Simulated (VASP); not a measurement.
## SiNi: relaxation of cell and atoms with PBEsol

Crystal: SiNi.

```
Si Ni
1.0
     2.94593    0.00000    0.00000
     0.00000    3.27927    0.00000
     0.00000    0.00000    4.67894
Si Ni
2 2
Direct
  0.00000 0.00000 0.15763
  0.50000 0.50000 0.84237
  0.00000 0.00000 0.65676
  0.50000 0.50000 0.34324
```

The cell is a database's computed one.

```yaml
Program: VASP 6.6.1
Task: relaxation of cell and atoms
Functional: PBEsol
Potentials_or_basis: VASP PAW PBE potentials, release 64 (Si, Ni)
Cutoff: 600 eV
k_mesh: 12 × 12 × 8
Occupations: methfessel-paxton, width 0.1 eV
Spin: no spin polarisation
Further_INCAR_settings: ALGO = Normal; EDIFF = 1e-07; IBRION = 2; EDIFFG = -0.005; NSW = 90; ISIF = 3
```

* Relaxed volume: 11.30 Å³/atom
* Relaxed cell: a = 2.950 Å, b = 3.277 Å, c = 4.677 Å, α = 90.00°, β = 90.00°, γ = 90.00°
* Space group after relaxing (to 0.05 Å): Pmmn (No. 59)
* Energy gained by relaxing: 0.0 meV/atom
* Ionic steps: 6
* Pressure after relaxing: 0.0 GPa
* Largest force after relaxing: 0.003 eV/Å
* Band gap on the k mesh: none (metal or under the smearing width)

Forces in eV/Å, atoms in the order of the input:
```
Si   0.000  0.000  0.003
Si   0.000  0.000 -0.003
Ni   0.000  0.000  0.000
Ni   0.000  0.000  0.000
```

Final structure:
```
Si Ni
1.0
     2.94978    0.00000    0.00000
     0.00000    3.27665    0.00000
     0.00000    0.00000    4.67740
Si Ni
2 2
Direct
  0.00000 0.00000 0.15749
  0.50000 0.50000 0.84251
  0.00000 0.00000 0.65668
  0.50000 0.50000 0.34332
```

Levels at points of the mesh, in eV from the Fermi level:
```
           k point  band 12  band 13  band 14  band 15  band 16  band 17
(0.00, 0.00, 0.00)    -2.02    -1.98    -1.29     1.25     2.83     5.28
(0.50, 0.00, 0.00)    -2.57    -1.58    -1.58     1.80     1.80     3.52
(0.00, 0.50, 0.00)    -2.24    -2.16    -2.16     1.21     1.21     5.02
(0.50, 0.50, 0.00)    -2.07    -1.57    -1.57     1.62     1.62     2.01
(0.00, 0.00, 0.50)    -2.06     1.18     1.68     2.06     2.50     2.94
(0.50, 0.00, 0.50)    -2.22    -1.38    -1.38     3.73     3.73     5.38
(0.00, 0.50, 0.50)    -2.02    -2.02    -2.02     5.28     5.28     5.44
(0.50, 0.50, 0.50)    -2.10    -1.51    -1.51    -0.38    -0.38     1.08
```

It took 2.7 min on 2 MPI ranks on Intel(R) Xeon(R) Platinum 8488C (Sapphire Rapids), with other jobs on the host, peak memory 0.34 GiB a rank.

Caveat: the PAW data sets were made with another functional, which shifts forces and pressure a little. Spin polarisation is off, so any magnetic state and its effect on volume and gap are missing.
